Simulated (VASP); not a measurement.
Crystal: BaTiO3.

```
Ba Ti O
1.0
     3.98308    0.00000    0.00000
     0.00000    3.98308    0.00000
     0.00000    0.00000    3.98308
Ba Ti O
1 1 3
Direct
  0.50000 0.50000 0.50000
  0.00000 0.00000 0.00000
  0.50000 0.00000 0.00000
  0.00000 0.50000 0.00000
  0.00000 0.00000 0.50000
```

The cell was built by a generator and needn't be a form met in nature.

Base run:

* Program: VASP 6.6.1
* Functional: PBEsol
* Potentials or basis: VASP PAW PBE potentials, release 64 (Ba_sv, Ti_sv, O)
* Cutoff: 520 eV
* k mesh: 4 × 4 × 4
* Occupations: gaussian, width 0.03 eV
* Spin: no spin polarisation

Its results: band gap on the k mesh 1.71 eV, indirect (least direct gap 1.84 eV); pressure 0.2 GPa.

Problem. The run is repeated on the same cell with these changes: functional from PBEsol to HSE06. What comes out?

Solution. Band gap on the k mesh 3.19 eV, indirect (least direct gap 3.29 eV); pressure 1.0 GPa.

HSE06 gives the wider gap, since exact exchange removes part of the self-interaction.

Caveats: the PAW data sets were made with another functional, which shifts forces and pressure a little; spin-orbit coupling is left out, which moves the levels of the heavy elements.
